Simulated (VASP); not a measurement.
# SnTe (Fm-3m) in VASP: band structure with PBE

Aim: the band structure of SnTe with PBE.

Program: VASP 6.6.1. These are calculated values, not measurements. Logs are shortened: lines on timing, memory, paths and dates and some standing lists are left out, and cuts for length are marked.

**The experiment to reproduce.**

From a printed reference work, textbook, for a bulk crystal of SnTe at 300 K: band gap 0.18 eV (direct).

How close the calculation comes is told below.

### Step 1. The crystal as given

The structure is cubic, space group Fm-3m (No. 225). Conventional cell: a = 6.407 Å, b = 6.407 Å, c = 6.407 Å, α = 90.00°, β = 90.00°, γ = 90.00°. Sn (site symmetry m-3m) has 6 Te at 3.20 Å as nearest neighbours. Te (site symmetry m-3m) has 6 Sn at 3.20 Å as nearest neighbours.

### Step 2. Band structure, PBE

File POSCAR:

```
SnTe                                    
1.0
    0.0000000000      3.2035568844      3.2035568844
    3.2035568844      0.0000000000      3.2035568844
    3.2035568844      3.2035568844      0.0000000000
  Sn              Te            
     1     1
Direct
     0.0000000000000000    0.0000000000000000    0.0000000000000000
     0.5000000000000000    0.5000000000000000    0.5000000000000000
```

File INCAR.step1:

```
PREC = Accurate
ENCUT = 520
EDIFF = 1E-7
ISMEAR = 0
SIGMA = 0.02
LREAL = False
LASPH = True
NELM = 80
ALGO = Normal
ISIF = 2
LWAVE = False
LCHARG = True
GGA = PE
NBANDS = 12
```

File KPOINTS.step1:

```
regular mesh
0
Gamma
  8 8 8
```

File INCAR.step2:

```
PREC = Accurate
ENCUT = 520
EDIFF = 1E-7
ISMEAR = 0
SIGMA = 0.05
LREAL = False
LASPH = True
NELM = 80
ALGO = Normal
ISIF = 2
LWAVE = False
LCHARG = False
GGA = PE
NBANDS = 12
ICHARG = 11
```

File KPOINTS.step2:

```
path GXWKGLUWLK,UX
15
line-mode
reciprocal
 0.0000000000  0.0000000000  0.0000000000  G
 0.5000000000  0.0000000000  0.5000000000  X

 0.5000000000  0.0000000000  0.5000000000  X
 0.5000000000  0.2500000000  0.7500000000  W

 0.5000000000  0.2500000000  0.7500000000  W
 0.3750000000  0.3750000000  0.7500000000  K

 0.3750000000  0.3750000000  0.7500000000  K
 0.0000000000  0.0000000000  0.0000000000  G

 0.0000000000  0.0000000000  0.0000000000  G
 0.5000000000  0.5000000000  0.5000000000  L

 0.5000000000  0.5000000000  0.5000000000  L
 0.6250000000  0.2500000000  0.6250000000  U

 0.6250000000  0.2500000000  0.6250000000  U
 0.5000000000  0.2500000000  0.7500000000  W

 0.5000000000  0.2500000000  0.7500000000  W
 0.5000000000  0.5000000000  0.5000000000  L

 0.5000000000  0.5000000000  0.5000000000  L
 0.3750000000  0.3750000000  0.7500000000  K

 0.6250000000  0.2500000000  0.6250000000  U
 0.5000000000  0.0000000000  0.5000000000  X
```

Potentials or basis: VASP PAW PBE potentials, release 64 (Sn, Te).

Started as:

```bash
> cat potpaw_PBE.64/Sn/POTCAR potpaw_PBE.64/Te/POTCAR > POTCAR
> cp INCAR.step1 INCAR
> cp KPOINTS.step1 KPOINTS
> mpirun -np 1 vasp_std > vasp.out
> cp INCAR.step2 INCAR
> cp KPOINTS.step2 KPOINTS
> mpirun -np 1 vasp_std > vasp.out
```

OUTCAR:

```text
PREC = Accurate
   ENCUT = 520
   EDIFF = 1E-7
   ISMEAR = 0
   LREAL = False
   LASPH = True
   NELM = 80
   ISIF = 2
   GGA = PE
   ICHARG = 11

 ion  position               nearest neighbor table
   1  0.000  0.000  0.000-   2 3.20   2 3.20   2 3.20   2 3.20   2 3.20   2 3.20
   2  0.500  0.500  0.500-   1 3.20   1 3.20   1 3.20   1 3.20   1 3.20   1 3.20

  LATTYP: Found a face centered cubic cell.
 ALAT       =     6.4071137688

  Lattice vectors:

 A1 = (   0.0000000000,   3.2035568844,   3.2035568844)
 A2 = (   3.2035568844,   0.0000000000,   3.2035568844)
 A3 = (   3.2035568844,   3.2035568844,   0.0000000000)

Analysis of symmetry for initial positions (statically):
=====================================================================
 Subroutine PRICEL returns:
 Original cell was already a primitive cell.

 Routine SETGRP: Setting up the symmetry group for a
 face centered cubic supercell.

 Subroutine GETGRP returns: Found 48 space group operations
 (whereof 48 operations were pure point group operations)
 out of a pool of 48 trial point group operations.

The static configuration has the point symmetry O_h .

Analysis of symmetry for dynamics (positions and initial velocities):
=====================================================================
 Subroutine PRICEL returns:
 Original cell was already a primitive cell.

 Routine SETGRP: Setting up the symmetry group for a
 face centered cubic supercell.

 Subroutine GETGRP returns: Found 48 space group operations
 (whereof 48 operations were pure point group operations)
 out of a pool of 48 trial point group operations.

The dynamic configuration has the point symmetry O_h .

 Subroutine INISYM returns: Found 48 space group operations
 (whereof 48 operations are pure point group operations),
 and found     1 'primitive' translations

----------------------------------------------------------------------------------------

                                     Primitive cell

  volume of cell :      65.7548

  direct lattice vectors                    reciprocal lattice vectors
     0.000000000  3.203556884  3.203556884    -0.156076517  0.156076517  0.156076517
     3.203556884  0.000000000  3.203556884     0.156076517 -0.156076517  0.156076517
     3.203556884  3.203556884  0.000000000     0.156076517  0.156076517 -0.156076517

  length of vectors
     4.530513594  4.530513594  4.530513594     0.270332457  0.270332457  0.270332457

  position of ions in fractional coordinates (direct lattice)
     0.000000000  0.000000000  0.000000000
     0.500000000  0.500000000  0.500000000
[... 83 lines left out ...]
   NUPDOWN=      -1.0000    fix difference up-down
   EMIN   =  10.00;   EMAX   =-10.00  energy-range for DOS
   EFERMI =   0.00;   METHOD = LEGACY
   ISMEAR =     0;   SIGMA  =   0.05  broadening in eV -4-tet -1-fermi 0-gaus
   EFERMI_NEDOS =   21; number of points for ismear=-14 and -15
   IALGO  =     38    algorithm
   IMIX   =      4    mixing-type and parameters
     AMIX     =   0.40;   BMIX     =  1.00
     AMIX_MAG =   1.60;   BMIX_MAG =  1.00
  volume/ion in A,a.u.               =      32.88       221.87
  Fermi-wavevector in a.u.,A,eV,Ry     =   0.873841  1.651320 10.389382  0.763598
  Thomas-Fermi vector in A             =   1.993288
   LORBIT       =      0    0 simple, 1 ext, 2 COOP (PROOUT), +10 PAW based schemes
   GGA     = PE    functional components
   LHFCALC =     F    Hartree Fock is set to
   AEXX    =    0.0000 exact exchange contribution
   IVDW    =     0    specifies the selected vdW correction
   LEPSILON=     F    determine dielectric tensor
   LRPA    =     F    only Hartree local field effects (RPA)
 non-spin polarized calculation
 Gauss-broadening in eV      SIGMA  =   0.05
  energy-cutoff  :      520.00
  volume of cell :       65.75
 maximum number of plane-waves:      1807
 NGX is ok and might be reduce to    36

 number of electron      10.0000000 magnetization

 Free energy of the ion-electron system (eV)
  ---------------------------------------------------
  ext. energy  EPLUGINS =         0.00000000
  ---------------------------------------------------
  free energy    TOTEN  =        -8.47093970 eV

  energy without entropy =       -8.46975714  energy(sigma->0) =       -8.47034842

 E-fermi :   5.2398     XC(G=0):  -9.2067

 val. band max:        5.2145642714   @ k =   0.5000   0.5000   0.5000
 cond. band min:       5.2653718632   @ k =   0.5000   0.5000   0.5000
 fundamental gap:      0.0508075918
 Fermi energy:         5.2397513882

 k-point     1 :       0.0000    0.0000    0.0000
  band No.  band energies     occupation
      1      -7.2215      2.00000
      2       0.3557      2.00000
      3       3.2129      2.00000
      4       3.2129      2.00000
      5       3.2129      2.00000
      6       8.4655      0.00000
      7       8.4655      0.00000
      8       8.4655      0.00000
      9      10.0552      0.00000
     10      10.0552      0.00000
     11      10.0552      0.00000
     12      12.0142      0.00000
[... 331 lines left out ...]
 k-point    24 :       0.5000    0.1429    0.6429
  band No.  band energies     occupation
      1      -5.7757      2.00000
      2      -1.7413      2.00000
      3       0.2360      2.00000
      4       1.2742      2.00000
      5       3.0425      2.00000
      6       7.7495      0.00000
      7       8.4944      0.00000
      8      10.2458      0.00000
      9      10.7528      0.00000
     10      12.8688      0.00000
     11      14.8891      0.00000
     12      16.3131      0.00000

 [... further k-points ...]

------------------------ aborting loop because EDIFF is reached ----------------------------------------

  FORCE on cell =-STRESS in cart. coord.  units (eV):
  Direction    XX          YY          ZZ          XY          YZ          ZX
  --------------------------------------------------------------------------------------
  -------------------------------------------------------------------------------------
  Total       -0.8314825     -0.8314825     -0.8314825      0.0000000     -0.0000000     -0.0000000
  in kB      -20.2598573    -20.2598573    -20.2598573      0.0000000     -0.0000000     -0.0000000
  external PRESSURE =     -20.2598573 kB  Pullay stress =       0.0000000 kB

 VOLUME and BASIS-vectors are now :
 -----------------------------------------------------------------------------
  energy-cutoff  :      520.00
  volume of cell :       65.75
      direct lattice vectors                 reciprocal lattice vectors
     0.000000000  3.203556884  3.203556884    -0.156076517  0.156076517  0.156076517
     3.203556884  0.000000000  3.203556884     0.156076517 -0.156076517  0.156076517
     3.203556884  3.203556884  0.000000000     0.156076517  0.156076517 -0.156076517

 POSITION                                       TOTAL-FORCE (eV/Angst)
 -----------------------------------------------------------------------------------
      0.00000      0.00000      0.00000        -0.000000     -0.000000     -0.000000
      3.20356      3.20356      3.20356         0.000000      0.000000      0.000000
 -----------------------------------------------------------------------------------
    total drift:                                0.000000      0.000000      0.000000

  FREE ENERGIE OF THE ION-ELECTRON SYSTEM (eV)
  ---------------------------------------------------
  free  energy   TOTEN  =        -8.4709396953 eV

  energy  without entropy=       -8.4697571402  energy(sigma->0) =       -8.47034842
```

OUTCAR.step1:

```text
PREC = Accurate
   ENCUT = 520
   EDIFF = 1E-7
   ISMEAR = 0
   LREAL = False
[... 584 lines left out ...]
      0.00000      0.00000      0.00000         0.000000      0.000000      0.000000
      3.20356      3.20356      3.20356        -0.000000     -0.000000     -0.000000
 -----------------------------------------------------------------------------------
    total drift:                                0.000000      0.000000      0.000000

  FREE ENERGIE OF THE ION-ELECTRON SYSTEM (eV)
  ---------------------------------------------------
  free  energy   TOTEN  =        -7.5596064015 eV

  energy  without entropy=       -7.5595714453  energy(sigma->0) =       -7.55958892
```

Wall time 47 s (1 thread of Intel Xeon Platinum 8559C (Emerald Rapids), shared host); peak memory 0.29 GiB.

What came out:

* Band gap on the k mesh: 0.05 eV, direct
* Band gap along the path: 0.05 eV, direct

Levels at the corners of the path, in eV from the valence-band top:
```tsv
point	band 3	band 4	band 5	band 6	band 7	band 8
Γ	-2.00	-2.00	-2.00	3.25	3.25	3.25
X	-5.22	-3.50	-3.50	2.38	4.70	4.70
X	-5.22	-3.50	-3.50	2.38	4.70	4.70
W	-4.52	-4.52	-0.81	0.86	4.59	4.59
W	-4.52	-4.52	-0.81	0.86	4.59	4.59
K	-4.85	-3.03	-2.58	2.93	3.00	4.22
K	-4.85	-3.03	-2.58	2.93	3.00	4.22
Γ	-2.00	-2.00	-2.00	3.25	3.25	3.25
Γ	-2.00	-2.00	-2.00	3.25	3.25	3.25
L	-1.68	-1.68	0.00	0.05	0.45	0.45
L	-1.68	-1.68	0.00	0.05	0.45	0.45
U	-4.85	-3.03	-2.58	2.93	3.00	4.22
U	-4.85	-3.03	-2.58	2.93	3.00	4.22
W	-4.52	-4.52	-0.81	0.86	4.59	4.59
W	-4.52	-4.52	-0.81	0.86	4.59	4.59
L	-1.68	-1.68	0.00	0.05	0.45	0.45
L	-1.68	-1.68	0.00	0.05	0.45	0.45
K	-4.85	-3.03	-2.58	2.93	3.00	4.22
U	-4.85	-3.03	-2.58	2.93	3.00	4.22
X	-5.22	-3.50	-3.50	2.38	4.70	4.70
```

Caveat: the log is that of the step along the path at fixed density, whose energy, stress, charges and moments have no meaning; spin-orbit coupling is left out, which moves the levels of the heavy elements.

### Step 3. Against experiment

Step 2. A measured gap of SnTe is 0.18 eV (direct; 300 K; a printed reference work, textbook); the calculated 0.05 eV misses it by -0.13 eV. Spin-orbit coupling on Sn, Te is left out. The value is that of PBE, without temperature or zero-point motion. Semilocal functionals fall short of measured gaps as a rule.
